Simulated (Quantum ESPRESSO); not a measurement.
# PbS (Galena) (Fm-3m) in Quantum ESPRESSO: further runs

The runs below take PbS (Galena) through single point, equation of state, with RGE2.

All numbers are computed with Quantum ESPRESSO 7.5; they aren't measurements. Logs are shortened: lines on timing, memory, paths and dates and some standing lists are left out, and cuts for length are marked.

### Step 1. The structure

The structure is cubic, space group Fm-3m (No. 225). Conventional cell: a = 5.931 Å, b = 5.931 Å, c = 5.931 Å, α = 90.00°, β = 90.00°, γ = 90.00°. Around Pb (site symmetry m-3m) lie 6 S at 2.97 Å. Around S (site symmetry m-3m) lie 6 Pb at 2.97 Å.

### Step 2. Single point, RGE2, 24.52 Å³/atom

Input file pw.in:

```
&CONTROL
  calculation = 'scf'
  prefix = 'pwscf'
  outdir = './tmp'
  pseudo_dir = './pseudo'
  tprnfor = .true.
  tstress = .true.
  disk_io = 'nowf'
/
&SYSTEM
  ibrav = 0
  nat = 2
  ntyp = 2
  ecutwfc = 56
  nbnd = 16
  input_dft = 'XC-000I-000I-142L-143L-000I-000I'
  occupations = 'smearing'
  smearing = 'fd'
  degauss = 0.00367493
/
&ELECTRONS
  conv_thr = 4d-10
  electron_maxstep = 120
  mixing_beta = 0.5
/
ATOMIC_SPECIES
Pb   207.2000 Pb.upf
S     32.0600 S.upf
CELL_PARAMETERS angstrom
   0.0000000000    2.9052075019    2.9052075019
   2.9052075019    0.0000000000    2.9052075019
   2.9052075019    2.9052075019    0.0000000000
ATOMIC_POSITIONS crystal
Pb     0.0000000000    0.0000000000    0.0000000000
S      0.5000000000    0.5000000000    0.5000000000
K_POINTS automatic
8 8 8 0 0 0
```

Potentials or basis: PseudoDojo 0.4.1 SR PBE standard.

Command:

```console
$ OMP_NUM_THREADS=1 pw.x -in pw.in > pw.out
```

pw.out:

```text
This program is part of the open-source Quantum ESPRESSO suite
     for quantum simulation of materials; please cite
         "P. Giannozzi et al., J. Phys.:Condens. Matter 21 395502 (2009);
         "P. Giannozzi et al., J. Phys.:Condens. Matter 29 465901 (2017);
         "P. Giannozzi et al., J. Chem. Phys. 152 154105 (2020);
     in publications or presentations arising from this work. More details at

     IMPORTANT: XC functional enforced from input :
     Exchange-correlation= XC-000I-000I-142L-143L-000I-000I
                           (   0   0 142 143   0   0   0)
     Any further DFT definition will be discarded
     Please, verify this is what you really want

     Message from routine setup:
     using ibrav=0 with symmetry is DISCOURAGED, use correct ibrav instead

     G-vector sticks info
     --------------------
     sticks:   dense  smooth     PW     G-vecs:    dense   smooth      PW
     Sum         931     931    283                18883    18883    3119

     Using Slab Decomposition

     bravais-lattice index     =            0
     lattice parameter (alat)  =       7.7641  a.u.
     unit-cell volume          =     330.9467 (a.u.)^3
     number of atoms/cell      =            2
     number of atomic types    =            2
     number of electrons       =        20.00
     number of Kohn-Sham states=           16
     kinetic-energy cutoff     =      56.0000  Ry
     charge density cutoff     =     224.0000  Ry
     scf convergence threshold =      4.0E-10
     mixing beta               =       0.5000
     number of iterations used =            8  plain     mixing
     Exchange-correlation= XC-000I-000I-142L-143L-000I-000I
                           (   0   0 142 143   0   0   0)

     celldm(1)=   7.764098  celldm(2)=   0.000000  celldm(3)=   0.000000
     celldm(4)=   0.000000  celldm(5)=   0.000000  celldm(6)=   0.000000

     crystal axes: (cart. coord. in units of alat)
               a(1) = (   0.000000   0.707107   0.707107 )
               a(2) = (   0.707107   0.000000   0.707107 )
               a(3) = (   0.707107   0.707107   0.000000 )

     reciprocal axes: (cart. coord. in units 2 pi/alat)
               b(1) = ( -0.707107  0.707107  0.707107 )
               b(2) = (  0.707107 -0.707107  0.707107 )
               b(3) = (  0.707107  0.707107 -0.707107 )

     PseudoPot. # 1 for Pb read from file:
     Pb.upf
     Pseudo is Norm-conserving + core correction, Zval = 14.0
     Generated using ONCVPSP code by D. R. Hamann
     Using radial grid of 1678 points,  6 beta functions with:
                l(1) =   0
                l(2) =   0
                l(3) =   1
                l(4) =   1
                l(5) =   2
                l(6) =   2

     PseudoPot. # 2 for S  read from file:
     S.upf
     Pseudo is Norm-conserving + core correction, Zval =  6.0
     Generated using ONCVPSP code by D. R. Hamann
     Using radial grid of 1146 points,  6 beta functions with:
                l(1) =   0
                l(2) =   0
                l(3) =   1
                l(4) =   1
                l(5) =   2
                l(6) =   2

     atomic species   valence    mass     pseudopotential
     Pb               14.00   207.20000     Pb( 1.00)
     S                 6.00    32.06000     S ( 1.00)

     48 Sym. Ops., with inversion, found

   Cartesian axes

     site n.     atom                  positions (alat units)
         1        Pb     tau(   1) = (   0.0000000   0.0000000   0.0000000  )
         2        S      tau(   2) = (   0.7071068   0.7071068   0.7071068  )

     number of k points=    29  Fermi-Dirac smearing, width (Ry)=  0.0037
                       cart. coord. in units 2pi/alat
        k(    1) = (   0.0000000   0.0000000   0.0000000), wk =   0.0039062
        k(    2) = (   0.0883883   0.0883883  -0.0883883), wk =   0.0312500
        k(    3) = (   0.1767767   0.1767767  -0.1767767), wk =   0.0312500
        k(    4) = (   0.2651650   0.2651650  -0.2651650), wk =   0.0312500
        k(    5) = (  -0.3535534  -0.3535534   0.3535534), wk =   0.0156250
        k(    6) = (   0.1767767   0.0000000   0.0000000), wk =   0.0234375
[... 21 lines left out ...]
        k(   28) = (  -0.7071068   0.1767767  -0.0000000), wk =   0.0468750
        k(   29) = (  -0.7071068   0.3535534   0.0000000), wk =   0.0234375

     Dense  grid:    18883 G-vectors     FFT dimensions: (  40,  40,  40)

     WARNING: libxc functional with ID  143 depends
      on external parameters: check the user_guide of
      QE if you need to modify them or to check their
      default values.

     Initial potential from superposition of free atoms

     starting charge      19.9978, renormalised to      20.0000
     Starting wfcs are   13 randomized atomic wfcs +    3 random wfcs

     Self-consistent Calculation

     iteration #  1     ecut=    56.00 Ry     beta= 0.50
     Davidson diagonalization with overlap
     ethr =  1.00E-02,  avg # of iterations =  5.1

     Threshold (ethr) on eigenvalues was too large:
     Diagonalizing with lowered threshold

     Davidson diagonalization with overlap
     ethr =  4.94E-04,  avg # of iterations =  2.2

     total energy              =    -162.46730253 Ry
     estimated scf accuracy    <       0.09647692 Ry
[... 57 lines left out ...]
     iteration # 10     ecut=    56.00 Ry     beta= 0.50
     Davidson diagonalization with overlap
     ethr =  1.41E-11,  avg # of iterations =  1.3

     End of self-consistent calculation

          k = 0.0000 0.0000 0.0000 (  2397 PWs)   bands (ev):

    -7.1413  -7.1413  -7.1413  -7.1257  -7.1257  -4.5005   3.7890   7.2057
     7.2057   7.2057  15.0882  15.0882  15.0882  16.1517  16.1517  16.1517
[... 93 lines left out ...]
    -7.2920  -7.1469  -7.1177  -7.0852  -7.0726  -2.5440   1.4414   4.3480
     6.3588   6.9436  12.9619  13.8788  14.8329  15.8236  19.7817  20.7402

          k =-0.7071 0.0000 0.0000 (  2346 PWs)   bands (ev):

    -7.3492  -7.1756  -7.0922  -7.0621  -7.0621  -2.5192   2.4043   3.8930
     5.8119   5.8119  13.1548  15.4714  15.6193  15.6193  20.7462  21.6993

          k = 0.3536 0.1768 0.0000 (  2342 PWs)   bands (ev):
[... 26 lines left out ...]
    -7.2534  -7.1376  -7.1200  -7.1119  -7.0752  -2.6840   1.1901   4.9475
     5.8965   8.5269  11.4697  13.6603  14.1900  17.8294  17.8507  20.6498

          k =-0.7071 0.1768-0.0000 (  2346 PWs)   bands (ev):

    -7.3206  -7.1600  -7.1063  -7.0797  -7.0621  -2.5029   1.8828   4.1222
     5.4580   7.0036  13.5185  13.7710  15.1172  16.2379  20.1616  21.4076

          k =-0.7071 0.3536 0.0000 (  2328 PWs)   bands (ev):

    -7.2867  -7.1255  -7.1209  -7.1209  -7.0621  -2.4853   1.4971   4.7319
     4.7319   8.5495  11.8013  14.3156  14.3156  17.9287  17.9287  21.7812

     the Fermi energy is     9.8061 ev

!    total energy              =    -162.49517266 Ry
     estimated scf accuracy    <          2.3E-10 Ry
     smearing contrib. (-TS)   =      -0.00007774 Ry
     internal energy E=F+TS    =    -162.49509492 Ry

     The total energy is F=E-TS. E is the sum of the following terms:
     one-electron contribution =     -32.25176759 Ry
     hartree contribution      =      29.25442911 Ry
     xc contribution           =     -45.95016416 Ry
     ewald contribution        =    -113.54759229 Ry

     convergence has been achieved in  10 iterations

     Forces acting on atoms (cartesian axes, Ry/au):

     atom    1 type  1   force =    -0.00000000   -0.00000000    0.00000000
     atom    2 type  2   force =    -0.00000000   -0.00000000    0.00000000

     Total force =     0.000000     Total SCF correction =     0.000000

     Computing stress (Cartesian axis) and pressure

          total   stress  (Ry/bohr**3)                   (kbar)     P=       41.98
   0.00028536  -0.00000000  -0.00000000           41.98       -0.00       -0.00
   0.00000000   0.00028536   0.00000000            0.00       41.98        0.00
  -0.00000000   0.00000000   0.00028536           -0.00        0.00       41.98

=------------------------------------------------------------------------------=
   JOB DONE.
=------------------------------------------------------------------------------=
```

It took 15 s on 1 thread of AMD EPYC 7B13 (Zen 3), shared host; peak memory 0.07 GiB.

Results:

```yaml
Free_energy: -2210.8595 eV
Pressure: 4.2 GPa
Band_gap_on_the_k_mesh: 0.04 eV, direct
```

Caveat: the potentials were made for another functional, which shifts forces and pressure; spin-orbit coupling is left out, which as a rule narrows the gap of such compounds by several tenths of an eV.

### Step 3. Single point, RGE2, 25.04 Å³/atom

pw.in, as its differences from that of step 2:

```diff
@@ -29,5 +29,5 @@
 CELL_PARAMETERS angstrom
-   0.0000000000    2.9052075019    2.9052075019
-   2.9052075019    0.0000000000    2.9052075019
-   2.9052075019    2.9052075019    0.0000000000
+   0.0000000000    2.9256673838    2.9256673838
+   2.9256673838    0.0000000000    2.9256673838
+   2.9256673838    2.9256673838    0.0000000000
 ATOMIC_POSITIONS crystal
```

Potentials or basis: PseudoDojo 0.4.1 SR PBE standard.

Command:

```console
$ OMP_NUM_THREADS=1 pw.x -in pw.in > pw.out
```

It took 15 s on 1 thread of AMD EPYC 7B13 (Zen 3), shared host; peak memory 0.07 GiB.

The run converged. Its results:

| Property | Result |
| --- | --- |
| Free energy | -2210.8820 eV |
| Pressure | 2.7 GPa |
| Band gap on the k mesh | 0.13 eV, direct |

Caveat: the potentials were made for another functional, which shifts forces and pressure; spin-orbit coupling is left out, which as a rule narrows the gap of such compounds by several tenths of an eV.

### Step 4. Single point, RGE2, 25.56 Å³/atom

pw.in, as its differences from that of step 3:

```diff
@@ -29,5 +29,5 @@
 CELL_PARAMETERS angstrom
-   0.0000000000    2.9256673838    2.9256673838
-   2.9256673838    0.0000000000    2.9256673838
-   2.9256673838    2.9256673838    0.0000000000
+   0.0000000000    2.9458450378    2.9458450378
+   2.9458450378    0.0000000000    2.9458450378
+   2.9458450378    2.9458450378    0.0000000000
 ATOMIC_POSITIONS crystal
```

Command:

```console
$ OMP_NUM_THREADS=1 pw.x -in pw.in > pw.out
```

It took 15 s on 1 thread of AMD EPYC 7B13 (Zen 3), shared host; peak memory 0.07 GiB.

Results (log left out):

```
Free energy            : -2210.8956 eV
Pressure               : 1.4 GPa
Band gap on the k mesh : 0.21 eV, direct
```

Caveat: the potentials were made for another functional, which shifts forces and pressure; spin-orbit coupling is left out, which as a rule narrows the gap of such compounds by several tenths of an eV.

### Step 5. Single point, RGE2, 26.09 Å³/atom

pw.in, as its differences from that of step 4:

```diff
@@ -29,5 +29,5 @@
 CELL_PARAMETERS angstrom
-   0.0000000000    2.9458450378    2.9458450378
-   2.9458450378    0.0000000000    2.9458450378
-   2.9458450378    2.9458450378    0.0000000000
+   0.0000000000    2.9657500000    2.9657500000
+   2.9657500000    0.0000000000    2.9657500000
+   2.9657500000    2.9657500000    0.0000000000
 ATOMIC_POSITIONS crystal
```

Command:

```console
$ OMP_NUM_THREADS=1 pw.x -in pw.in > pw.out
```

Run time: 15 s. Hardware: 1 thread of AMD EPYC 7B13 (Zen 3), shared host; peak memory 0.07 GiB.

Results (log left out):

| Item | Value |
| --- | --- |
| Free energy | -2210.9009 eV |
| Pressure | 0.2 GPa |
| Band gap on the k mesh | 0.29 eV, direct |

Caveat: the potentials were made for another functional, which shifts forces and pressure; spin-orbit coupling is left out, which as a rule narrows the gap of such compounds by several tenths of an eV.

### Step 6. Single point, RGE2, 26.61 Å³/atom

pw.in, as its differences from that of step 5:

```diff
@@ -29,5 +29,5 @@
 CELL_PARAMETERS angstrom
-   0.0000000000    2.9657500000    2.9657500000
-   2.9657500000    0.0000000000    2.9657500000
-   2.9657500000    2.9657500000    0.0000000000
+   0.0000000000    2.9853913009    2.9853913009
+   2.9853913009    0.0000000000    2.9853913009
+   2.9853913009    2.9853913009    0.0000000000
 ATOMIC_POSITIONS crystal
```

Potentials or basis: PseudoDojo 0.4.1 SR PBE standard.

Command:

```console
$ OMP_NUM_THREADS=1 pw.x -in pw.in > pw.out
```

It took 15 s on 1 thread of AMD EPYC 7B13 (Zen 3), shared host; peak memory 0.07 GiB.

The run converged. Its results:

- Free energy: -2210.8988 eV
- Pressure: -0.9 GPa
- Band gap on the k mesh: 0.37 eV, direct

Caveat: the potentials were made for another functional, which shifts forces and pressure; spin-orbit coupling is left out, which as a rule narrows the gap of such compounds by several tenths of an eV.

### Step 7. Single point, RGE2, 27.13 Å³/atom

pw.in, as its differences from that of step 6:

```diff
@@ -29,5 +29,5 @@
 CELL_PARAMETERS angstrom
-   0.0000000000    2.9853913009    2.9853913009
-   2.9853913009    0.0000000000    2.9853913009
-   2.9853913009    2.9853913009    0.0000000000
+   0.0000000000    3.0047775019    3.0047775019
+   3.0047775019    0.0000000000    3.0047775019
+   3.0047775019    3.0047775019    0.0000000000
 ATOMIC_POSITIONS crystal
```

Command:

```console
$ OMP_NUM_THREADS=1 pw.x -in pw.in > pw.out
```

Run time: 16 s. Hardware: 1 thread of AMD EPYC 7B13 (Zen 3), shared host; peak memory 0.07 GiB.

The run converged. Its results:

```yaml
Free_energy: -2210.8901 eV
Pressure: -1.8 GPa
Band_gap_on_the_k_mesh: 0.43 eV, direct
```

Caveat: the potentials were made for another functional, which shifts forces and pressure; spin-orbit coupling is left out, which as a rule narrows the gap of such compounds by several tenths of an eV.

### Step 8. Single point, RGE2, 27.65 Å³/atom

pw.in, as its differences from that of step 7:

```diff
@@ -29,5 +29,5 @@
 CELL_PARAMETERS angstrom
-   0.0000000000    3.0047775019    3.0047775019
-   3.0047775019    0.0000000000    3.0047775019
-   3.0047775019    3.0047775019    0.0000000000
+   0.0000000000    3.0239167281    3.0239167281
+   3.0239167281    0.0000000000    3.0239167281
+   3.0239167281    3.0239167281    0.0000000000
 ATOMIC_POSITIONS crystal
```

Command:

```console
$ OMP_NUM_THREADS=1 pw.x -in pw.in > pw.out
```

Run time: 16 s. Hardware: 1 thread of AMD EPYC 7B13 (Zen 3), shared host; peak memory 0.07 GiB.

It converged, with:

| Quantity | Value |
| --- | --- |
| Free energy | -2210.8752 eV |
| Pressure | -2.7 GPa |
| Band gap on the k mesh | 0.50 eV, direct |

Caveat: the potentials were made for another functional, which shifts forces and pressure; spin-orbit coupling is left out, which as a rule narrows the gap of such compounds by several tenths of an eV.

### Step 9. Equation of state, RGE2

Potentials or basis: PseudoDojo 0.4.1 SR PBE standard.

No new run: the results of the series are fitted here.

Results:

- Equilibrium volume: 26.19 Å³/atom
- Bulk modulus: 56 GPa
- Pressure derivative of the bulk modulus: 4.1

Energy against volume, from the lowest point:
| volume (Å³/atom) | energy (meV/atom) |
| --- | --- |
| 24.521 | 20.74 |
| 25.042 | 9.45 |
| 25.564 | 2.67 |
| 26.086 | 0.00 |
| 26.607 | 1.04 |
| 27.129 | 5.44 |
| 27.651 | 12.84 |

Caveat: the potentials were made for another functional, which shifts forces and pressure. Spin-orbit coupling is left out, which matters for the levels of Pb.
